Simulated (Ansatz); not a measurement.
# KCaF3 (001), CaF2 faces on V(100): work function and capacitance, part 2 of 5

How does KCaF3 (001), CaF2 faces on V(100) act as a gate dielectric or work-function layer?

Ansatz 0.2.0; plane-wave DFT, PBE-D3(BJ), Ansatz PAW.

So far, work function, upper face (eV): step 2 (the bare metal) 3.69.

## Step 3: Film on the metal, relaxed, 18 atoms, units 1

System of this step: 1 unit of KCaF3 (001), CaF2 faces on V(100). The cell holds 18 atoms: 10 V, 2 Ca, 5 F and 1 K. Cell: a = 4.380 Å, b = 4.380 Å, c = 30.504 Å, α = 90.0°, β = 90.0°, γ = 90.0°. Regions: metal, 10 atoms (10 V); film, 8 atoms (2 Ca, 5 F and 1 K). Vacuum lies along c.

The structure is relaxed first, because levels and dipoles at a surface follow the positions of the outer atoms.

Input file input.yaml:

```yaml
crystal:
  lattice:
    - [4.38, 0.0, 0.0]
    - [0.0, 4.38, 0.0]
    - [0.0, 0.0, 30.5043661255]
  atoms:
    - { symbol: V, position: [0.0, 0.0, 0.2950397318] }
    - { symbol: V, position: [0.5, 0.5, 0.2950397318] }
    - { symbol: V, position: [0.0, 0.5, 0.3435521816] }
    - { symbol: V, position: [0.5, 0.0, 0.3435521816] }
    - { symbol: V, position: [0.0, 0.0, 0.3920646315] }
    - { symbol: V, position: [0.5, 0.5, 0.3920646315] }
    - { symbol: V, position: [0.0, 0.5, 0.4405770813] }
    - { symbol: V, position: [0.5, 0.0, 0.4405770813] }
    - { symbol: V, position: [0.0, 0.0, 0.4890895311] }
    - { symbol: V, position: [0.5, 0.5, 0.4890895311] }
    - { symbol: Ca, position: [0.5, 0.0, 0.5613742654] }
    - { symbol: F, position: [0.0, 0.0, 0.5613742654] }
    - { symbol: F, position: [0.5, 0.5, 0.5613742654] }
    - { symbol: K, position: [0.0, 0.5, 0.6331672668] }
    - { symbol: F, position: [0.5, 0.0, 0.6331672668] }
    - { symbol: Ca, position: [0.5, 0.0, 0.7049602682] }
    - { symbol: F, position: [0.0, 0.0, 0.7049602682] }
    - { symbol: F, position: [0.5, 0.5, 0.7049602682] }
kpoints:
  mp_grid: { grid: [8, 8, 1] }
hamiltonian:
  xc: pbe
  dispersion: d3bj
scf:
  occupations: { method: fermi_dirac, width: 0.1 }
  convergence: { dr2_threshold: 1.0e-09 }
efield:
  axis: 3
  dipole_correction: true
  ramp_position: 0.97
  ramp_width: 0.06
relax:
  f_tol: 0.01
  max_steps: 90
  constraints: [{ sites: [0, 1, 2, 3] }]
output:
  write_potential: true
  write_density: true
  volumetric_format: npy
```

On the command line:

```console
$ ansatz run input.yaml --threads 4 --pin off --max-ram 12288MiB --backend cpu --events-out ev --progress --plain --runs-dir out
```

Numbers of over 12 decimals in the logs are rounded to 6 here.

What it wrote:

```text
[...]
Crystal: 18 atoms, lattice volume = 585.208 Å³
Basis set: ecut = 420 eV, 11541 PW (Γ), exchange–correlation on 60×60×432 points (8 copies of the dense FFT grid, shifted against one another)
Bands: 117, of which v1, the nominal top of the filled ones, is band 97 counted from 1 (96 counted from 0)
Symmetry: 8 space group operations
[...]
k-points: 15 of 64
[...]
SCF iter   1: F=—  HF=-38351.576341 eV  |F-HF|=—  |Δ(HF+E_count)|=         —  Δρ=1.41e-2  dr2=8.26e0  ethr=1.77e-3  p=0.159 e·Å  D=4.91e-2 V/Å  ΔV_dip=-1.50 eV  dr2_dipole=1.58e0  V_vac-E_F(+/−)=2.49/3.98 eV  ⟨swp⟩=8.3  Hψ=7401  notcnv=0
[...]
SCF iter  22: F=-38351.447613 eV  HF=-38351.447613 eV  |F-HF|=1.53e-10  |Δ(HF+E_count)|=  6.98e-10  Δρ=2.68e-7  dr2=4.74e-10  ethr=1.00e-12  p=0.262 e·Å  D=8.11e-2 V/Å  ΔV_dip=-2.47 eV  dr2_dipole=2.11e-13  V_vac-E_F(+/−)=1.27/3.74 eV  ⟨swp⟩=6.9  Hψ=10236  notcnv=0
SCF 1 converged in 22 iterations: F = -38351.447613 eV  dr2 = 4.74e-10
[...]
relax step   1: F+E_penalty+E_count = -38351.44761317 eV  Δ(F+E_penalty+E_count) = +0.000e0 eV  max|allowed force component| = 1.746e0 eV/Å  Δτ_max = 0.0000 Å  (22 SCF iters, accepted)
[...]
SCF iter  14: F=-38351.963594 eV  HF=-38351.963594 eV  |F-HF|=8.37e-10  |Δ(HF+E_count)|=  8.80e-10  Δρ=2.16e-7  dr2=1.91e-10  ethr=1.00e-12  p=0.254 e·Å  D=7.85e-2 V/Å  ΔV_dip=-2.39 eV  dr2_dipole=1.08e-11  V_vac-E_F(+/−)=1.35/3.74 eV  ⟨swp⟩=8.3  Hψ=9899  notcnv=0
SCF 2 converged in 14 iterations: F = -38351.963594 eV  dr2 = 1.91e-10
relax step   2: F+E_penalty+E_count = -38351.96359380 eV  Δ(F+E_penalty+E_count) = -5.160e-1 eV  max|allowed force component| = 5.796e-1 eV/Å  Δτ_max = 0.1945 Å  (14 SCF iters, accepted)
SCF iter   1: F=—  HF=-38352.462608 eV  |F-HF|=—  |Δ(HF+E_count)|=         —  Δρ=1.89e-2  dr2=7.19e0  ethr=3.10e-3  p=0.254 e·Å  D=7.85e-2 V/Å  ΔV_dip=-2.39 eV  dr2_dipole=2.46e-1  V_vac-E_F(+/−)=1.44/3.84 eV  ⟨swp⟩=5.1  Hψ=5003  notcnv=0
[...]
SCF iter  25: F=-38352.081279 eV  HF=-38352.081279 eV  |F-HF|=3.64e-11  |Δ(HF+E_count)|=   2.15e-9  Δρ=1.36e-7  dr2=2.80e-10  ethr=1.00e-12  p=0.245 e·Å  D=7.57e-2 V/Å  ΔV_dip=-2.31 eV  dr2_dipole=3.34e-11  V_vac-E_F(+/−)=1.43/3.74 eV  ⟨swp⟩=7.2  Hψ=10402  notcnv=0
WARN: efield: at this solve's end the planar-averaged density reaches 1.13e-5 e/Å³ inside the ramp window [0.9372, 0.0628] (bound 1e-5 e/Å³); the window's nearer edge stands 7.08 Å from this solve's nearest atom along the axis. Its work functions, free energy, forces, stress, dipole, levels and responses can be off, and this figure does not tell by how much. A short vacuum, a low `basis.ecutwfc` or `basis.ecutrho_ratio` and negative occupations (`scf.occupations.method`) can put density there. See the manual's quickstart, § The vacuum guard
SCF 3 converged in 25 iterations: F = -38352.081279 eV  dr2 = 2.80e-10
[...]
relax step   3: F+E_penalty+E_count = -38352.08127852 eV  Δ(F+E_penalty+E_count) = -1.177e-1 eV  max|allowed force component| = 2.041e-1 eV/Å  Δτ_max = 0.1951 Å  (25 SCF iters, accepted)
[...]
relax step   4: F+E_penalty+E_count = -38352.09306358 eV  Δ(F+E_penalty+E_count) = -1.179e-2 eV  max|allowed force component| = 7.209e-2 eV/Å  Δτ_max = 0.0671 Å  (13 SCF iters, accepted)
[...]
relax step   5: F+E_penalty+E_count = -38352.09487449 eV  Δ(F+E_penalty+E_count) = -1.811e-3 eV  max|allowed force component| = 2.777e-2 eV/Å  Δτ_max = 0.0330 Å  (13 SCF iters, accepted)
[...]
relax step   6: F+E_penalty+E_count = -38352.09538468 eV  Δ(F+E_penalty+E_count) = -5.102e-4 eV  max|allowed force component| = 3.017e-2 eV/Å  Δτ_max = 0.0123 Å  (12 SCF iters, accepted)
[...]
relax step   7: F+E_penalty+E_count = -38352.09611185 eV  Δ(F+E_penalty+E_count) = -7.272e-4 eV  max|allowed force component| = 3.178e-2 eV/Å  Δτ_max = 0.0240 Å  (13 SCF iters, accepted)
[...]
relax step   8: F+E_penalty+E_count = -38352.09641875 eV  Δ(F+E_penalty+E_count) = -3.069e-4 eV  max|allowed force component| = 2.376e-2 eV/Å  Δτ_max = 0.0297 Å  (13 SCF iters, accepted)
SCF iter   1: F=—  HF=-38352.094388 eV  |F-HF|=—  |Δ(HF+E_count)|=         —  Δρ=2.45e-4  dr2=2.15e-3  ethr=6.31e-6  p=0.223 e·Å  D=6.90e-2 V/Å  ΔV_dip=-2.10 eV  dr2_dipole=6.27e-4  V_vac-E_F(+/−)=1.64/3.74 eV  ⟨swp⟩=2.1  Hψ=2980  notcnv=0
[...]
SCF iter  10: F=-38352.096543 eV  HF=-38352.096543 eV  |F-HF|=2.98e-10  |Δ(HF+E_count)|=  4.37e-10  Δρ=2.20e-7  dr2=2.67e-10  ethr=1.00e-12  p=0.223 e·Å  D=6.90e-2 V/Å  ΔV_dip=-2.10 eV  dr2_dipole=5.82e-11  V_vac-E_F(+/−)=1.64/3.74 eV  ⟨swp⟩=8.5  Hψ=9894  notcnv=0
[...]
SCF 9 converged in 10 iterations: F = -38352.096543 eV  dr2 = 2.67e-10
relax step   9: F+E_penalty+E_count = -38352.09654315 eV  Δ(F+E_penalty+E_count) = -1.244e-4 eV  max|allowed force component| = 3.982e-3 eV/Å  Δτ_max = 0.0080 Å  (10 SCF iters, accepted)
NSCF: frozen V_eff on 15 k-points
[...]
SCF converged after 10 iterations
Free energy (F): -38352.096543 eV
[...]
Internal energy: -38351.622611 eV  (E = F + TS)
E sigma→0 (E₀):  -38351.859577 eV
Entropy (-TS):   -0.473932 eV (-26.330 meV/atom)
Fermi energy:    4.129167 eV
Dipole field:    D = 0.068970 V/Å  (p = 0.223054 e·Å, saw-weighted, corrected)
Work function:   Φ+ = 1.6370 eV   Φ− = 3.7414 eV
[...]
Vacuum region:   at the solve's end the planar-averaged density reaches 1.45e-5 e/Å³ inside the ramp window [0.9372, 0.0628] (bound 1e-5 e/Å³)
[...]
--- Forces (eV/Å), atoms counted from 1 ---
  atom   1  V     -0.00000000     0.00000000     1.47903011
  atom   2  V     -0.00000000     0.00000000     1.47903011
  atom   3  V      0.00000000     0.00000000    -1.47730923
  atom   4  V      0.00000000     0.00000000    -1.48405592
  atom   5  V      0.00000000     0.00000000     0.00002277
  atom   6  V     -0.00000000     0.00000000     0.00002277
  atom   7  V      0.00000000     0.00000000    -0.00032711
  atom   8  V      0.00000000     0.00000000    -0.00149315
  atom   9  V     -0.00000000     0.00000000     0.00398204
  atom  10  V     -0.00000000     0.00000000     0.00398204
  atom  11  Ca    -0.00000000     0.00000000    -0.00207887
  atom  12  F     -0.00000000     0.00000000    -0.00234186
  atom  13  F      0.00000000     0.00000000    -0.00234186
  atom  14  K      0.00000000     0.00000000    -0.00072337
  atom  15  F      0.00000000     0.00000000     0.00224921
  atom  16  Ca     0.00000000     0.00000000     0.00005928
  atom  17  F     -0.00000000     0.00000000     0.00115946
  atom  18  F      0.00000000     0.00000000     0.00115946
  max |Σ_I F_I| component: 2.59e-5 eV/Å
--- Band table (eV; the first three rows and the last of 15) ---
  k-point 0: bands = [... 93 lower, 4.0178, 4.0897, 4.1999, 4.4151, 4.4151, 4.4824, 4.4824, 4.5717, ... 16 higher]
  k-point 1: bands = [... 93 lower, 3.8706, 4.0025, 4.2156, 4.2742, 4.3084, 4.4303, 4.4489, 4.7148, ... 16 higher]
  k-point 2: bands = [... 93 lower, 3.5898, 3.7242, 4.0174, 4.0573, 4.4176, 4.4348, 4.5749, 4.6013, ... 16 higher]
  k-point 14: bands = [... 93 lower, 3.7815, 3.7815, 3.8152, 4.0364, 4.0364, 4.5442, 4.6561, 4.6561, ... 16 higher]
--- Relaxed structure (9 steps of the walk, 9 accepted, 0 SCFs on fresh bases) ---
  F+E_penalty+E_count = -38352.09654315 eV   max|allowed force component| = 3.982e-3 eV/Å
  atoms:
    - { symbol: V, position: [0.0, 0.0, 0.2950397318] }
    - { symbol: V, position: [0.5, 0.5, 0.2950397318] }
    - { symbol: V, position: [0.0, 0.5, 0.3435521816] }
    - { symbol: V, position: [0.5, 0.0, 0.3435521816] }
    - { symbol: V, position: [0, 0.0, 0.388663] }
    - { symbol: V, position: [0.5, 0.5, 0.388663] }
    - { symbol: V, position: [0, 0.5, 0.437672] }
    - { symbol: V, position: [0.5, 0.0, 0.439557] }
    - { symbol: V, position: [0, 0.0, 0.477394] }
    - { symbol: V, position: [0.5, 0.5, 0.477394] }
    - { symbol: Ca, position: [0.5, 0.0, 0.553043] }
    - { symbol: F, position: [0, 0.0, 0.549649] }
    - { symbol: F, position: [0.5, 0.5, 0.549649] }
    - { symbol: K, position: [0, 0.5, 0.629117] }
    - { symbol: F, position: [0.5, 0.0, 0.625824] }
    - { symbol: Ca, position: [0.5, 0.0, 0.697798] }
    - { symbol: F, position: [0, 0.0, 0.694065] }
    - { symbol: F, position: [0.5, 0.5, 0.694065] }
```

Run time: 7.5 min. Hardware: 4 threads of Arm Neoverse V1, shared host; peak memory 2 GiB; 30 min of CPU time.

The steps of the relaxation:

```csv
step,energy less that of the first step (eV),largest force component (eV/Å)
1,0.0000,1.7457
2,-0.5160,0.5796
3,-0.6337,0.2041
4,-0.6455,0.0721
5,-0.6473,0.0278
6,-0.6478,0.0302
7,-0.6485,0.0318
8,-0.6488,0.0238
9,-0.6489,0.0040
```

Forces are held to the 8 operations that the run works with; a distortion that breaks them can't arise in this run.

The atoms that moved most (Å):

| atom | dx | dy | dz | length |
| --- | --- | --- | --- | --- |
| F13 | 0.000 | 0.000 | -0.358 | 0.358 |
| F12 | 0.000 | 0.000 | -0.358 | 0.358 |
| V9 | 0.000 | 0.000 | -0.357 | 0.357 |
| V10 | 0.000 | 0.000 | -0.357 | 0.357 |
| F18 | 0.000 | 0.000 | -0.332 | 0.332 |
| F17 | 0.000 | 0.000 | -0.332 | 0.332 |
| Ca11 | 0.000 | 0.000 | -0.254 | 0.254 |
| F15 | 0.000 | 0.000 | -0.224 | 0.224 |

This step gave:

- energy at zero smearing: -38351.8596 eV
- work function, upper face: 1.637 eV
- work function, lower face: 3.741 eV
- dipole along the normal: 0.2231 e·Å
- step between the vacuum levels: -2.104 eV

Running mean over 1.48 and then 4.38 Å of the planar mean; the ramp of the sawtooth is left out. Electron's electrostatic potential energy less the Fermi level against z:

```
z (Å)  electron's electrostatic potential energy less the Fermi level (eV)
  3.5                                                                 3.74
  4.0                                                                 3.73
  4.5                                                                 3.71
  5.0                                                                 3.64
  5.5                                                                 3.45
  6.0                                                                 2.95
  6.5                                                                 2.05
  7.0                                                                0.852
  7.5                                                               -0.433
  8.0                                                                -1.72
  8.5                                                                -3.03
  9.0                                                                -4.36
  9.5                                                                -5.63
 10.0                                                                -6.69
 10.5                                                                -7.36
 11.0                                                                -7.66
 11.5                                                                -7.84
 12.0                                                                -8.06
 12.5                                                                -8.18
 13.0                                                                -7.96
 13.5                                                                -7.38
 14.0                                                                -6.84
 14.5                                                                -6.66
 15.0                                                                -6.64
 15.5                                                                -6.31
 16.0                                                                -5.56
 16.5                                                                -4.86
 17.0                                                                -4.49
 17.5                                                                -4.46
 18.0                                                                -4.52
 18.5                                                                -4.56
 19.0                                                                -4.57
 19.5                                                                -4.58
 20.0                                                                -4.54
 20.5                                                                -4.33
 21.0                                                                -3.82
 21.5                                                                -3.09
 22.0                                                                -2.43
 22.5                                                                -1.89
 23.0                                                                -1.16
 23.5                                                               -0.184
 24.0                                                                0.722
 24.5                                                                 1.23
 25.0                                                                 1.42
 25.5                                                                 1.50
 26.0                                                                 1.55
 26.5                                                                 1.59
 27.0                                                                 1.61
```

The relaxation took 9 steps and lowered the energy by 0.65 eV; the largest force on the free atoms ends at 0.0040 eV/Å.

The work function is now 1.64 eV, -2.05 eV from the bare metal.

## Step 4: Atoms held, 18 atoms, units 1, field 0.1 V/Å

A sawtooth potential applies the field, turning back in the middle of the vacuum. With the dipole correction the typed value is the field outside the slab. The induced dipole is small, so the SCF threshold is tight.

Input file input.yaml:

```yaml
crystal:
  lattice:
    - [4.38, 0.0, 0.0]
    - [0.0, 4.38, 0.0]
    - [0.0, 0.0, 30.5043661255]
  atoms:
    - { symbol: V, position: [0.0, 0.0, 0.2950397318] }
    - { symbol: V, position: [0.5, 0.5, 0.2950397318] }
    - { symbol: V, position: [0.0, 0.5, 0.3435521816] }
    - { symbol: V, position: [0.5, 0.0, 0.3435521816] }
    - { symbol: V, position: [0.0, 0.0, 0.3886627893] }
    - { symbol: V, position: [0.5, 0.5, 0.3886627893] }
    - { symbol: V, position: [0.0, 0.5, 0.437671593] }
    - { symbol: V, position: [0.5, 0.0, 0.4395574937] }
    - { symbol: V, position: [0.0, 0.0, 0.477394022] }
    - { symbol: V, position: [0.5, 0.5, 0.477394022] }
    - { symbol: Ca, position: [0.5, 0.0, 0.5530432738] }
    - { symbol: F, position: [0.0, 0.0, 0.5496487794] }
    - { symbol: F, position: [0.5, 0.5, 0.5496487794] }
    - { symbol: K, position: [0.0, 0.5, 0.6291167946] }
    - { symbol: F, position: [0.5, 0.0, 0.6258244976] }
    - { symbol: Ca, position: [0.5, 0.0, 0.6977976038] }
    - { symbol: F, position: [0.0, 0.0, 0.6940647358] }
    - { symbol: F, position: [0.5, 0.5, 0.6940647358] }
kpoints:
  mp_grid: { grid: [8, 8, 1] }
hamiltonian:
  xc: pbe
  dispersion: d3bj
scf:
  occupations: { method: fermi_dirac, width: 0.1 }
  convergence: { dr2_threshold: 1.0e-10 }
efield:
  axis: 3
  dipole_correction: true
  ramp_position: 0.97
  ramp_width: 0.06
  amplitude: 0.1
output:
  write_potential: true
  write_density: true
  volumetric_format: npy
```

What it wrote:

```text
[...]
Crystal: 18 atoms, lattice volume = 585.208 Å³
Basis set: ecut = 420 eV, 11541 PW (Γ)
Bands: 117, of which v1, the nominal top of the filled ones, is band 97 counted from 1 (96 counted from 0)
Symmetry: 8 space group operations
[...]
k-points: 15 of 64
[...]
SCF iter   1: F=—  HF=-38369.938331 eV  |F-HF|=—  |Δ(HF+E_count)|=         —  Δρ=9.07e-2  dr2=2.42e2  ethr=3.10e-3  p=0.163 e·Å  D=5.04e-2 V/Å  ΔV_dip=-1.54 eV  dr2_dipole=1.41e1  V_vac-E_F(+/−)=9.60/8.34 eV  ⟨swp⟩=8.7  Hψ=7703  notcnv=0
[...]
SCF iter  36: F=-38352.128286 eV  HF=-38352.128286 eV  |F-HF|=8.73e-11  |Δ(HF+E_count)|=  1.31e-10  Δρ=2.77e-8  dr2=2.20e-11  ethr=1.00e-12  p=0.423 e·Å  D=1.31e-1 V/Å  ΔV_dip=-3.99 eV  dr2_dipole=2.48e-11  V_vac-E_F(+/−)=1.96/3.16 eV  ⟨swp⟩=16.5  Hψ=8507  notcnv=0
SCF 1 converged in 36 iterations: F = -38352.128286 eV  dr2 = 2.20e-11
[...]
SCF converged after 36 iterations
Free energy (F): -38352.128286 eV
[...]
Internal energy: -38351.656131 eV  (E = F + TS)
E sigma→0 (E₀):  -38351.892208 eV
Entropy (-TS):   -0.472156 eV (-26.231 meV/atom)
Fermi energy:    4.177025 eV
Dipole field:    D = 0.130762 V/Å  (p = 0.422891 e·Å, saw-weighted, corrected)
Work function:   not extracted (applied field tilts the vacuum); planar V_es + V_field profile in the machine report
[...]
--- Band table (eV; the first three rows and the last of 15) ---
  k-point 0: bands = [... 93 lower, 4.0656, 4.1653, 4.2260, 4.4633, 4.4633, 4.5303, 4.5303, 4.6195, ... 16 higher]
  k-point 1: bands = [... 93 lower, 3.9180, 4.0454, 4.2908, 4.3105, 4.3560, 4.4789, 4.4969, 4.7624, ... 16 higher]
  k-point 2: bands = [... 93 lower, 3.6374, 3.7710, 4.0650, 4.1004, 4.4663, 4.4786, 4.6482, 4.6507, ... 16 higher]
  k-point 14: bands = [... 93 lower, 3.8293, 3.8293, 3.8621, 4.0837, 4.0837, 4.5912, 4.7040, 4.7040, ... 16 higher]
```

Run time: 3 min. Hardware: 4 threads; peak memory 2.2 GiB; 12 min of CPU time.

In the SCF lines HF is the Harris–Foulkes energy and dr2 the Hartree energy of the density residual, in eV; the loop may stop once dr2 is under the threshold and the program's other checks hold. Hψ counts applications of the Hamiltonian.

This step gave:

* energy at zero smearing: -38351.8922 eV
* dipole along the normal: 0.4229 e·Å

The dipole is 0.423 e·Å.

## Step 5: Single point, 18 atoms, units 1, field -0.1 V/Å

input.yaml: that of step 4 with these lines changed.

```diff
@@ -37,3 +37,3 @@
   ramp_width: 0.06
-  amplitude: 0.1
+  amplitude: -0.1
 output:
```

What it wrote:

```text
[...]
Crystal: 18 atoms, lattice volume = 585.208 Å³
Basis set: ecut = 420 eV, 11541 PW (Γ)
Bands: 117, of which v1, the nominal top of the filled ones, is band 97 counted from 1 (96 counted from 0)
Symmetry: 8 space group operations
[...]
k-points: 15 of 64
[...]
SCF iter   1: F=—  HF=-38369.988424 eV  |F-HF|=—  |Δ(HF+E_count)|=         —  Δρ=9.08e-2  dr2=2.42e2  ethr=3.10e-3  p=-0.163 e·Å  D=-5.04e-2 V/Å  ΔV_dip=1.54 eV  dr2_dipole=1.34e1  V_vac-E_F(+/−)=8.31/9.59 eV  ⟨swp⟩=8.8  Hψ=7723  notcnv=0
[...]
SCF iter  46: F=-38352.083887 eV  HF=-38352.083887 eV  |F-HF|=1.02e-10  |Δ(HF+E_count)|=  3.78e-10  Δρ=3.02e-8  dr2=2.55e-11  ethr=1.00e-12  p=0.018 e·Å  D=5.55e-3 V/Å  ΔV_dip=-0.17 eV  dr2_dipole=1.17e-11  V_vac-E_F(+/−)=1.30/4.28 eV  ⟨swp⟩=18.6  Hψ=9210  notcnv=0
[...]
SCF 1 converged in 46 iterations: F = -38352.083887 eV  dr2 = 2.55e-11
[...]
SCF converged after 46 iterations
Free energy (F): -38352.083887 eV
[...]
Internal energy: -38351.608523 eV  (E = F + TS)
E sigma→0 (E₀):  -38351.846205 eV
Entropy (-TS):   -0.475364 eV (-26.409 meV/atom)
Fermi energy:    4.071437 eV
Dipole field:    D = 0.005552 V/Å  (p = 0.017954 e·Å, saw-weighted, corrected)
Work function:   not extracted (applied field tilts the vacuum); planar V_es + V_field profile in the machine report
[...]
--- Band table (eV; the first three rows and the last of 15) ---
  k-point 0: bands = [... 93 lower, 3.9603, 4.0078, 4.1642, 4.3571, 4.3571, 4.4246, 4.4246, 4.5141, ... 16 higher]
  k-point 1: bands = [... 93 lower, 3.8132, 3.9493, 4.1331, 4.2298, 4.2509, 4.3719, 4.3911, 4.6574, ... 16 higher]
  k-point 2: bands = [... 93 lower, 3.5324, 3.6675, 3.9599, 4.0043, 4.3590, 4.3811, 4.4927, 4.5444, ... 16 higher]
  k-point 14: bands = [... 93 lower, 3.7238, 3.7238, 3.7586, 3.9791, 3.9791, 4.4874, 4.5984, 4.5984, ... 16 higher]
```

Run time: 3.5 min. Hardware: 4 threads; peak memory 2.2 GiB.

Numbers from this step:

- energy at zero smearing: -38351.8462 eV
- dipole along the normal: 0.01795 e·Å

The dipole is 0.0180 e·Å.

[end of part 2 of 5]

[Logs are printed without paths, hosts, clocks, repeated set-up lines and the standing remarks that a program may print on its own settings, such as how far it seeks lower states.]

[Hosts, paths, dates, database ids (printed as entryN), source tags and the programs' standing remarks are cut or masked in the printed files.]

[Maps of the electrostatic potential energy from Ansatz leave out the sawtooth potential of an applied field or a dipole correction, so their vacuum need not be flat; planar profiles and work functions include it.]
